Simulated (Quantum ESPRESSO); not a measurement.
# O on fcc sites of Ti(0001): a series in the coverage, part 5 of 8

Aim: how the results for O on fcc sites of Ti(0001) change with the coverage.

Quantum ESPRESSO 7.5; plane-wave DFT, PBE, GBRV ultrasoft pseudopotentials.

So far. Step 6 (SCF with pw.x, 0 ML): The vacuum levels are read from the outermost 0.7 Å of the cell on either side. Step 6 (SCF with pw.x, 0 ML): Inside the slab this potential holds the local part of the pseudopotentials, which can be repulsive at the nuclei; only its value in the vacuum has a meaning of its own.

## (7) Relaxation with pw.x, 0.1111 ML

System of this step: Ti(0001), 3 layers, 9 sites a cell, 1 O on fcc sites. The cell holds 28 atoms: 27 Ti and 1 O. Cell: a = 8.818 Å, b = 8.818 Å, c = 19.999 Å, α = 90.0°, β = 90.0°, γ = 60.0°. It derives from Ti. Vacuum lies along c.

m1.relax.in reads:

```
&control
  prefix = 'm1.relax'
  outdir = './out'
  pseudo_dir = './pseudo'
  nstep = 70
  forc_conv_thr = 0.0015
  calculation = 'relax'
/
&system
  ibrav = 0
  nat = 28
  ntyp = 2
  ecutwfc = 40
  ecutrho = 200
  occupations = 'smearing'
  smearing = 'mv'
  degauss = 0.02
/
&electrons
  conv_thr = 1e-07
  mixing_beta = 0.3
  electron_maxstep = 120
  mixing_mode = 'local-TF'
/
&ions
/
ATOMIC_SPECIES
  Ti  47.8670  ti_pbe_v1.4.uspp.F.UPF
  O   15.9990  o_pbe_v1.2.uspp.F.UPF
CELL_PARAMETERS angstrom
  8.81792672700000 0.00000000000000 0.00000000000000
  4.40896336350000 7.63654855429177 0.00000000000000
  0.00000000000000 0.00000000000000 19.99909720195920
ATOMIC_POSITIONS crystal
  Ti  0.888888888900 0.888888888900 0.347048027025 0 0 0
  Ti  0.888888888900 0.222222222200 0.347048027025 0 0 0
  Ti  0.888888888900 0.555555555600 0.347048027025 0 0 0
  Ti  0.222222222200 0.888888888900 0.347048027025 0 0 0
  Ti  0.222222222200 0.222222222200 0.347048027025 0 0 0
  Ti  0.222222222200 0.555555555600 0.347048027025 0 0 0
  Ti  0.555555555600 0.888888888900 0.347048027025 0 0 0
  Ti  0.555555555600 0.222222222200 0.347048027025 0 0 0
  Ti  0.555555555600 0.555555555600 0.347048027025 0 0 0
  Ti  0.111111111100 0.111111111100 0.463175254697 0 0 0
  Ti  0.111111111100 0.444444444500 0.463175254697 0 0 0
  Ti  0.111111111100 0.777777777800 0.463175254697 0 0 0
  Ti  0.444444444500 0.111111111100 0.463175254697 0 0 0
  Ti  0.444444444500 0.444444444500 0.463175254697 0 0 0
  Ti  0.444444444500 0.777777777800 0.463175254697 0 0 0
  Ti  0.777777777800 0.111111111100 0.463175254697 0 0 0
  Ti  0.777777777800 0.444444444500 0.463175254697 0 0 0
  Ti  0.777777777800 0.777777777800 0.463175254697 0 0 0
  Ti  0.888888888900 0.888888888900 0.579302482369
  Ti  0.888888888900 0.222222222200 0.579302482369
  Ti  0.888888888900 0.555555555600 0.579302482369
  Ti  0.222222222200 0.888888888900 0.579302482369
  Ti  0.222222222200 0.222222222200 0.579302482369
  Ti  0.222222222200 0.555555555600 0.579302482369
  Ti  0.555555555600 0.888888888900 0.579302482369
  Ti  0.555555555600 0.222222222200 0.579302482369
  Ti  0.555555555600 0.555555555600 0.579302482369
  O   0.000000000000 0.000000000000 0.652951972975
K_POINTS automatic
  3 3 1 0 0 0
```

The run is started by

```sh
> OMP_NUM_THREADS=1 mpirun -n 16 pw.x -nk 1 -in m1.relax.in > m1.relax.out
```

The program printed:

```text
[banner, memory and clock lines left out]
Program PWSCF v.7.5 starts
[...]
Message from routine setup:
[...]
number of electrons       =       330.00
     number of Kohn-Sham states=          198
     kinetic-energy cutoff     =      40.0000  Ry
     charge density cutoff     =     200.0000  Ry
[...]
number of k points=     3  Marzari-Vanderbilt smearing, width (Ry)=  0.0200
[...]
Dense  grid:   433923 G-vectors     FFT dimensions: (  75,  75, 180)
[...]
negative rho (up, down):  4.210E-02 0.000E+00
     Starting wfcs are  274 randomized atomic wfcs
[...]
negative rho (up, down):  6.131E-02 0.000E+00
[...]
estimated scf accuracy    <      83.41173432 Ry
[...]
negative rho (up, down):  1.289E-01 0.000E+00
[...]
estimated scf accuracy    <      28.01564735 Ry
[...]
negative rho (up, down):  1.366E-01 0.000E+00
[...]
estimated scf accuracy    <       3.15866273 Ry
[...]
negative rho (up, down):  1.226E-01 0.000E+00
[...]
estimated scf accuracy    <      31.59188887 Ry
[...]
negative rho (up, down):  1.247E-01 0.000E+00
[...]
estimated scf accuracy    <      12.50765993 Ry
[...]
negative rho (up, down):  1.097E-01 0.000E+00
[...]
estimated scf accuracy    <       8.27930590 Ry
[...]
negative rho (up, down):  8.776E-02 0.000E+00
[...]
estimated scf accuracy    <       0.63151976 Ry
[...]
negative rho (up, down):  8.156E-02 0.000E+00
[...]
estimated scf accuracy    <       1.40829236 Ry
[...]
negative rho (up, down):  7.290E-02 0.000E+00
[...]
estimated scf accuracy    <       1.59367767 Ry
[...]
negative rho (up, down):  6.235E-02 0.000E+00
[...]
estimated scf accuracy    <       0.08999221 Ry
[...]
negative rho (up, down):  4.970E-02 0.000E+00
[...]
estimated scf accuracy    <       0.63702880 Ry
[...]
negative rho (up, down):  4.717E-02 0.000E+00
[...]
estimated scf accuracy    <       0.00387618 Ry
[...]
negative rho (up, down):  3.929E-02 0.000E+00
[...]
estimated scf accuracy    <       0.00355098 Ry
[...]
negative rho (up, down):  3.280E-02 0.000E+00
[...]
estimated scf accuracy    <       0.00096797 Ry
[...]
negative rho (up, down):  3.220E-02 0.000E+00
[...]
estimated scf accuracy    <       0.00514535 Ry
[...]
negative rho (up, down):  2.833E-02 0.000E+00
[...]
estimated scf accuracy    <       0.00220326 Ry
[...]
negative rho (up, down):  2.692E-02 0.000E+00
[...]
estimated scf accuracy    <       0.00023655 Ry
[...]
negative rho (up, down):  2.608E-02 0.000E+00
[...]
estimated scf accuracy    <       0.00034857 Ry
[...]
negative rho (up, down):  2.442E-02 0.000E+00
[...]
estimated scf accuracy    <       0.00011504 Ry
[...]
negative rho (up, down):  2.387E-02 0.000E+00
[...]
estimated scf accuracy    <       0.00004755 Ry
[...]
negative rho (up, down):  2.341E-02 0.000E+00
[...]
estimated scf accuracy    <       0.00004430 Ry
[...]
negative rho (up, down):  2.288E-02 0.000E+00
[...]
estimated scf accuracy    <       0.00000659 Ry
[...]
negative rho (up, down):  2.275E-02 0.000E+00
[...]
estimated scf accuracy    <       0.00001888 Ry
[...]
negative rho (up, down):  2.239E-02 0.000E+00
[...]
estimated scf accuracy    <       0.00000436 Ry
[...]
negative rho (up, down):  2.217E-02 0.000E+00
[...]
estimated scf accuracy    <       0.00000050 Ry
[...]
negative rho (up, down):  2.221E-02 0.000E+00
[...]
estimated scf accuracy    <       0.00000030 Ry
[...]
negative rho (up, down):  2.215E-02 0.000E+00
[...]
estimated scf accuracy    <       0.00000010 Ry
[...]
negative rho (up, down):  2.215E-02 0.000E+00
[...]
the Fermi energy is     1.9644 ev
!    total energy              =   -3250.99359247 Ry
     estimated scf accuracy    <       0.00000002 Ry
     smearing contrib. (-TS)   =      -0.02309886 Ry
     internal energy E=F+TS    =   -3250.97049361 Ry
[...]
one-electron contribution =  -16588.01447785 Ry
     hartree contribution      =    8268.52475632 Ry
     xc contribution           =    -492.71507705 Ry
     ewald contribution        =    5561.23430497 Ry
     convergence has been achieved in  28 iterations
     negative rho (up, down):  2.215E-02 0.000E+00
[...]
Total force =     0.213838     Total SCF correction =     0.000436
[...]
negative rho (up, down):  2.371E-02 0.000E+00
[...]
negative rho (up, down):  2.344E-02 0.000E+00
[...]
estimated scf accuracy    <       0.05210555 Ry
[...]
negative rho (up, down):  2.318E-02 0.000E+00
[...]
estimated scf accuracy    <       0.00834830 Ry
[...]
negative rho (up, down):  2.299E-02 0.000E+00
[...]
estimated scf accuracy    <       0.00306586 Ry
[...]
negative rho (up, down):  2.277E-02 0.000E+00
[...]
estimated scf accuracy    <       0.00142595 Ry
[...]
negative rho (up, down):  2.258E-02 0.000E+00
[...]
estimated scf accuracy    <       0.00048849 Ry
[...]
negative rho (up, down):  2.259E-02 0.000E+00
[...]
estimated scf accuracy    <       0.00005319 Ry
[...]
negative rho (up, down):  2.262E-02 0.000E+00
[...]
estimated scf accuracy    <       0.00002854 Ry
[...]
negative rho (up, down):  2.268E-02 0.000E+00
[...]
estimated scf accuracy    <       0.00000935 Ry
[...]
negative rho (up, down):  2.274E-02 0.000E+00
[...]
estimated scf accuracy    <       0.00000398 Ry
[...]
negative rho (up, down):  2.287E-02 0.000E+00
[...]
estimated scf accuracy    <       0.00000231 Ry
[...]
negative rho (up, down):  2.300E-02 0.000E+00
[...]
estimated scf accuracy    <       0.00000116 Ry
[...]
negative rho (up, down):  2.309E-02 0.000E+00
[...]
estimated scf accuracy    <       0.00000048 Ry
[...]
negative rho (up, down):  2.318E-02 0.000E+00
[...]
estimated scf accuracy    <       0.00000022 Ry
[...]
negative rho (up, down):  2.332E-02 0.000E+00
[...]
estimated scf accuracy    <       0.00000011 Ry
[...]
negative rho (up, down):  2.345E-02 0.000E+00
[...]
the Fermi energy is     1.9915 ev
!    total energy              =   -3251.03604090 Ry
     estimated scf accuracy    <       0.00000004 Ry
     smearing contrib. (-TS)   =      -0.02282202 Ry
     internal energy E=F+TS    =   -3251.01321888 Ry
[...]
one-electron contribution =  -16602.27051559 Ry
     hartree contribution      =    8275.87912939 Ry
     xc contribution           =    -492.76517011 Ry
[...]
negative rho (up, down):  2.846E-02 0.000E+00
[...]
estimated scf accuracy    <       0.00002593 Ry
[...]
negative rho (up, down):  2.865E-02 0.000E+00
[...]
estimated scf accuracy    <       0.00005154 Ry
[...]
negative rho (up, down):  2.892E-02 0.000E+00
[...]
estimated scf accuracy    <       0.00000505 Ry
[...]
negative rho (up, down):  2.909E-02 0.000E+00
[...]
estimated scf accuracy    <       0.00001648 Ry
[...]
negative rho (up, down):  2.926E-02 0.000E+00
[...]
estimated scf accuracy    <       0.00000566 Ry
[...]
negative rho (up, down):  2.934E-02 0.000E+00
[...]
estimated scf accuracy    <       0.00000142 Ry
[...]
negative rho (up, down):  2.959E-02 0.000E+00
[...]
estimated scf accuracy    <       0.00000051 Ry
[...]
negative rho (up, down):  2.970E-02 0.000E+00
[...]
estimated scf accuracy    <       0.00000204 Ry
[...]
negative rho (up, down):  2.978E-02 0.000E+00
[...]
estimated scf accuracy    <       0.00000143 Ry
[...]
negative rho (up, down):  2.981E-02 0.000E+00
[...]
estimated scf accuracy    <       0.00000008 Ry
[...]
negative rho (up, down):  2.983E-02 0.000E+00
[...]
the Fermi energy is     2.0471 ev
!    total energy              =   -3251.09481980 Ry
     estimated scf accuracy    <       0.00000002 Ry
     smearing contrib. (-TS)   =      -0.02234803 Ry
     internal energy E=F+TS    =   -3251.07247177 Ry
[...]
one-electron contribution =  -16660.50339781 Ry
     hartree contribution      =    8305.34986321 Ry
     xc contribution           =    -492.96767708 Ry
     ewald contribution        =    5597.04873991 Ry
     convergence has been achieved in  20 iterations
     negative rho (up, down):  2.983E-02 0.000E+00
[...]
Total force =     0.062319     Total SCF correction =     0.000338
[...]
negative rho (up, down):  2.913E-02 0.000E+00
[...]
negative rho (up, down):  2.867E-02 0.000E+00
[...]
estimated scf accuracy    <       0.08832166 Ry
[...]
negative rho (up, down):  2.828E-02 0.000E+00
[...]
estimated scf accuracy    <       0.00865564 Ry
[...]
negative rho (up, down):  2.792E-02 0.000E+00
[...]
estimated scf accuracy    <       0.00320808 Ry
[...]
negative rho (up, down):  2.787E-02 0.000E+00
[...]
estimated scf accuracy    <       0.00136351 Ry
[...]
negative rho (up, down):  2.753E-02 0.000E+00
[...]
estimated scf accuracy    <       0.00215188 Ry
[...]
negative rho (up, down):  2.743E-02 0.000E+00
[...]
estimated scf accuracy    <       0.00090109 Ry
[...]
negative rho (up, down):  2.753E-02 0.000E+00
[...]
estimated scf accuracy    <       0.00004737 Ry
[...]
negative rho (up, down):  2.764E-02 0.000E+00
[...]
estimated scf accuracy    <       0.00009381 Ry
[...]
negative rho (up, down):  2.781E-02 0.000E+00
[...]
estimated scf accuracy    <       0.00000857 Ry
[...]
negative rho (up, down):  2.799E-02 0.000E+00
[...]
estimated scf accuracy    <       0.00001506 Ry
[...]
negative rho (up, down):  2.821E-02 0.000E+00
[...]
estimated scf accuracy    <       0.00000245 Ry
[...]
negative rho (up, down):  2.831E-02 0.000E+00
[...]
estimated scf accuracy    <       0.00001099 Ry
[...]
negative rho (up, down):  2.856E-02 0.000E+00
[...]
estimated scf accuracy    <       0.00000264 Ry
[...]
negative rho (up, down):  2.873E-02 0.000E+00
[...]
estimated scf accuracy    <       0.00000717 Ry
[...]
negative rho (up, down):  2.891E-02 0.000E+00
[...]
estimated scf accuracy    <       0.00000274 Ry
[...]
negative rho (up, down):  2.901E-02 0.000E+00
[...]
estimated scf accuracy    <       0.00000025 Ry
[...]
negative rho (up, down):  2.904E-02 0.000E+00
[...]
estimated scf accuracy    <       0.00000034 Ry
[...]
negative rho (up, down):  2.910E-02 0.000E+00
[...]
estimated scf accuracy    <       0.00000007 Ry
[...]
negative rho (up, down):  2.911E-02 0.000E+00
[...]
estimated scf accuracy    <       0.00000009 Ry
[...]
negative rho (up, down):  2.912E-02 0.000E+00
[...]
the Fermi energy is     2.0469 ev
!    total energy              =   -3251.09851886 Ry
     estimated scf accuracy    <          3.2E-09 Ry
     smearing contrib. (-TS)   =      -0.02265517 Ry
     internal energy E=F+TS    =   -3251.07586369 Ry
[...]
one-electron contribution =  -16680.74650683 Ry
     hartree contribution      =    8315.47395650 Ry
     xc contribution           =    -492.98629952 Ry
     ewald contribution        =    5607.18298616 Ry
     convergence has been achieved in  20 iterations
     negative rho (up, down):  2.912E-02 0.000E+00
[...]
Total force =     0.053094     Total SCF correction =     0.000164
[...]
the Fermi energy is     2.0405 ev
!    total energy              =   -3251.10994098 Ry
     estimated scf accuracy    <          4.2E-09 Ry
     smearing contrib. (-TS)   =      -0.02354936 Ry
     internal energy E=F+TS    =   -3251.08639162 Ry
[...]
one-electron contribution =  -16914.78411071 Ry
     hartree contribution      =    8432.69222409 Ry
     xc contribution           =    -493.20963173 Ry
     ewald contribution        =    5724.21512672 Ry
     convergence has been achieved in  24 iterations
     negative rho (up, down):  2.592E-02 0.000E+00
[...]
Total force =     0.015250     Total SCF correction =     0.000158
[...]
negative rho (up, down):  2.860E-02 0.000E+00
[...]
negative rho (up, down):  2.708E-02 0.000E+00
[...]
estimated scf accuracy    <       0.77230098 Ry
[...]
negative rho (up, down):  2.595E-02 0.000E+00
[...]
estimated scf accuracy    <       0.06313877 Ry
[...]
negative rho (up, down):  2.485E-02 0.000E+00
[...]
estimated scf accuracy    <       0.01609339 Ry
[...]
negative rho (up, down):  2.486E-02 0.000E+00
[...]
estimated scf accuracy    <       0.00908733 Ry
[...]
negative rho (up, down):  2.364E-02 0.000E+00
[...]
estimated scf accuracy    <       0.02480760 Ry
[...]
negative rho (up, down):  2.358E-02 0.000E+00
[...]
estimated scf accuracy    <       0.00494905 Ry
[...]
negative rho (up, down):  2.382E-02 0.000E+00
[...]
estimated scf accuracy    <       0.00143167 Ry
[...]
negative rho (up, down):  2.405E-02 0.000E+00
[...]
estimated scf accuracy    <       0.00034529 Ry
[...]
negative rho (up, down):  2.436E-02 0.000E+00
[...]
estimated scf accuracy    <       0.00044717 Ry
[...]
negative rho (up, down):  2.554E-02 0.000E+00
[...]
estimated scf accuracy    <       0.00014089 Ry
[...]
negative rho (up, down):  2.590E-02 0.000E+00
[...]
estimated scf accuracy    <       0.00001476 Ry
[...]
negative rho (up, down):  2.649E-02 0.000E+00
[...]
estimated scf accuracy    <       0.00001122 Ry
[...]
negative rho (up, down):  2.725E-02 0.000E+00
[...]
estimated scf accuracy    <       0.00000530 Ry
[...]
negative rho (up, down):  2.792E-02 0.000E+00
[...]
estimated scf accuracy    <       0.00000352 Ry
[...]
negative rho (up, down):  2.822E-02 0.000E+00
[...]
estimated scf accuracy    <       0.00000118 Ry
[...]
negative rho (up, down):  2.832E-02 0.000E+00
[...]
estimated scf accuracy    <       0.00000036 Ry
[...]
negative rho (up, down):  2.835E-02 0.000E+00
[...]
estimated scf accuracy    <       0.00000017 Ry
[...]
negative rho (up, down):  2.840E-02 0.000E+00
[...]
estimated scf accuracy    <       0.00000003 Ry
[...]
negative rho (up, down):  2.841E-02 0.000E+00
[...]
estimated scf accuracy    <       0.00000002 Ry
[...]
negative rho (up, down):  2.841E-02 0.000E+00
[...]
estimated scf accuracy    <          8.3E-09 Ry
[...]
negative rho (up, down):  2.841E-02 0.000E+00
[...]
estimated scf accuracy    <       0.00000001 Ry
[...]
negative rho (up, down):  2.841E-02 0.000E+00
[...]
```

Elapsed: 39 min, on 16 MPI ranks of Arm Neoverse V2, shared host; peak memory 4 GiB.

Step by step:

```tsv
step	energy less that of the first step (eV)	largest force (eV/Å)
1	0.0000	4.4151
2	-0.5775	3.8178
3	-1.0596	2.7523
4	-1.3773	0.7735
5	-1.4276	0.6640
6	-1.4825	0.4362
7	-1.5304	0.2708
8	-1.5490	0.3276
9	-1.5582	0.3386
10	-1.5696	0.3072
11	-1.5830	0.2183
12	-1.5922	0.0884
13	-1.5930	0.0711
14	-1.5937	0.0606
15	-1.5946	0.0438
16	-1.5952	0.0354
```

The atoms that moved most (Å):

```tsv
atom	dx	dy	dz	length
O28	0.000	0.000	-0.526	0.526
Ti24	0.000	-0.030	-0.133	0.136
Ti26	-0.026	0.015	-0.133	0.136
Ti23	0.026	0.015	-0.133	0.136
Ti21	0.016	-0.009	-0.110	0.112
Ti25	0.000	0.019	-0.110	0.112
Ti27	-0.016	-0.009	-0.110	0.112
Ti20	0.000	-0.018	-0.006	0.019
```

The relaxation lowers the energy by 57 meV an atom. On the free atoms the largest force ends at 0.035 eV/Å.

Read from the output:

* free energy: -44233.6163 eV
* Fermi energy: 2.042 eV

[end of part 5 of 8]

[Logs are printed without paths, hosts, clocks, repeated set-up lines and the standing remarks that a program may print on its own settings, such as how far it seeks lower states.]

[Hosts, paths, dates, database ids (printed as entryN), source tags and the programs' standing remarks are cut or masked in the printed files.]

[Maps of the electrostatic potential energy from Ansatz leave out the sawtooth potential of an applied field or a dipole correction, so their vacuum need not be flat; planar profiles and work functions include it.]
